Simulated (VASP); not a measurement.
Wanted: the native input for a VASP 6.6.1 run.

- Task: single point
- Functional: r2SCAN
- Potentials or basis: VASP PAW PBE potentials, release 64 (Mg, Zn, O)
- Cutoff: 520 eV
- k mesh: 6 × 6 × 2
- Occupations: gaussian, width 0.01 eV
- Spin: no spin polarisation
- Dipole correction: no
- Further INCAR settings: ALGO = Normal; EDIFF = 1e-06; NBANDS = 26

Crystal: Mg2ZnO3.

```
CELL_PARAMETERS angstrom
2.99120 0.00000 0.00000
-1.49560 2.59046 0.00000
0.00000 0.00000 7.30611
ATOMIC_POSITIONS crystal
Mg 0.33333 0.66667 0.66592
Mg 0.66667 0.33333 0.33408
Zn 0.00000 0.00000 0.00000
O 0.33333 0.66667 0.17174
O 0.66667 0.33333 0.82826
O 0.00000 0.00000 0.50000
```

The cell comes from a database or a generator and needn't be the stable form of this composition.

These files were run (other wordings do the same):

POSCAR

```
Mg2ZnO3
1.0
    2.9912043487      0.0000000000      0.0000000000
   -1.4956021743      2.5904589539      0.0000000000
    0.0000000000      0.0000000000      7.3061051331
Mg Zn O
2 1 3
Direct
    0.3333333333      0.6666666667      0.6659208985
    0.6666666667      0.3333333333      0.3340791015
    0.0000000000      0.0000000000      0.0000000000
    0.3333333333      0.6666666667      0.1717360262
    0.6666666667      0.3333333333      0.8282639738
    0.0000000000      0.0000000000      0.5000000000
```

INCAR.step1

```
PREC = Accurate
ENCUT = 520
ISMEAR = 0
SIGMA = 0.01
LREAL = F
LASPH = T
NELM = 100
NBANDS = 26
GGA = PE
ALGO = Normal
EDIFF = 1E-4
LWAVE = T
LCHARG = F
```

INCAR.step2

```
PREC = Accurate
ENCUT = 520
EDIFF = 1E-6
ISMEAR = 0
SIGMA = 0.01
LREAL = F
LASPH = T
NELM = 100
ALGO = Normal
ISIF = 2
LWAVE = F
LCHARG = F
METAGGA = R2SCAN
LMIXTAU = T
NBANDS = 26
ISTART = 1
```

KPOINTS

```
Automatic mesh
0
Gamma
  6 6 2
```

Potentials or basis: VASP PAW PBE potentials, release 64 (Mg, Zn, O).

Command:

```console
$ cat potpaw_PBE.64/Mg/POTCAR potpaw_PBE.64/Zn/POTCAR potpaw_PBE.64/O/POTCAR > POTCAR
$ cp INCAR.step1 INCAR
$ mpirun -np 1 vasp_std > vasp.out
$ cp INCAR.step2 INCAR
$ mpirun -np 1 vasp_std > vasp.out
```

It gave:

```
Pressure               : -0.3 GPa
Largest force          : 0.104 eV/Å
Band gap on the k mesh : 3.87 eV, indirect (least direct gap 3.96 eV)
```

Caveat: the k mesh is coarse (spacing up to 0.43 Å⁻¹), so the values aren't converged; the PAW data sets were made with another functional, which shifts forces and pressure a little.

Wall time 92 s on 1 thread of Intel(R) Xeon(R) Platinum 8259CL CPU @ 2.50GHz (Skylake/Cascade Lake) (shared host), peak memory 0.18 GiB.
